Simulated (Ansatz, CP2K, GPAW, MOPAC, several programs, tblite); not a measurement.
# ZrO2 (Cubic zirconia) from cheap methods to r2SCAN

How much accuracy does each second buy? ZrO2 (Cubic zirconia) is computed with 11 methods, from the cheapest up to r2SCAN.

The COD entry's cell or inner coordinates are ideal or old and differ from later refinements, so a difference from it is no clean test against experiment.

Computed with MOPAC, tblite, CP2K, GPAW, Ansatz (versions at each run) (no spin polarisation, static lattice; gaps from single points on the cell relaxed beforehand with r²SCAN, unless a step's input says otherwise).

### 1 The structure to begin with

It takes space group Fm-3m (No. 225, cubic). The conventional cell has a = 5.089 Å, b = 5.089 Å, c = 5.089 Å, α = 90.00°, β = 90.00°, γ = 90.00°. Zr (site symmetry m-3m) is surrounded by 8 O at 2.20 Å. O (site symmetry -43m) has 4 Zr at 2.20 Å as nearest neighbours.

Coordinates:

```cif
data_structure
_symmetry_space_group_name_H-M 'Fm-3m'
_symmetry_Int_Tables_number 225
_cell_length_a 5.0894
_cell_length_b 5.0894
_cell_length_c 5.0894
_cell_angle_alpha 90.000
_cell_angle_beta 90.000
_cell_angle_gamma 90.000
_cell_volume 131.83
loop_
_atom_site_label
_atom_site_type_symbol
_atom_site_symmetry_multiplicity
_atom_site_Wyckoff_symbol
_atom_site_fract_x
_atom_site_fract_y
_atom_site_fract_z
_atom_site_occupancy
Zr1 Zr 4 a 0.00000 0.00000 0.00000 1
O1 O 8 c 0.25000 0.75000 0.75000 1
```

**Question.** The methods are PM6, PM7, GFN1-xTB (tblite), GFN2-xTB (tblite), PBE/DZVP, PBE/single-zeta, PBE/SZV, coarse PBE, GLLB-SC, PBE, r2SCAN. What gap does r2SCAN give on this cell, and which other methods (full PBE left aside) come nearest to r2SCAN and farthest in gap, volume and bulk modulus?

| quantity | value |
| --- | --- |
| r2SCAN | gap 3.89 eV, 10.99 Å³/atom, B₀ 257 GPa |
| gap: nearest and farthest of the other methods | PM6 (-0.24 eV), PM7 (+5.60 eV) |
| volume: nearest and farthest of the other methods | PBE/DZVP (+1.5 %), PBE/SZV (+3.1 %) |
| bulk modulus: nearest and farthest of the other methods | PBE/SZV (-6 %), PBE/DZVP (-8 %) |

For the gap, of the 9 methods compared (full PBE left aside), PM6 comes nearest to r2SCAN and PM7 is farthest. For the volume, of the 2 methods compared (full PBE left aside), PBE/DZVP comes nearest to r2SCAN and PBE/SZV is farthest. For the bulk modulus, of the 2 methods compared (full PBE left aside), PBE/SZV comes nearest to r2SCAN and PBE/DZVP is farthest. A minimal basis or a coarse cutoff and mesh shifts results by its own error, so closeness to r2SCAN can be chance. Cluster runs see only the k-points that fold onto the zone centre, so their gaps can miss the band edges. GLLB-SC is compared with its derivative discontinuity added. No volume is given for PM6, PM7, GFN1-xTB (tblite), GFN2-xTB (tblite), PBE/single-zeta, coarse PBE, which can hide a larger miss. CPU times run from 0.62 s (coarse PBE) to 1.9 min (PM6). On this cell PM6, PM7, GFN1-xTB (tblite), GFN2-xTB (tblite), PBE/DZVP, PBE/single-zeta, PBE/SZV, GLLB-SC cost more than r2SCAN itself (3.5 s), so they are no saving here. A cluster method computes far more atoms than the primitive cell, so on a small crystal it can cost more than plane waves. r2SCAN is a yardstick, not the truth: it usually gives gaps below the measured ones.
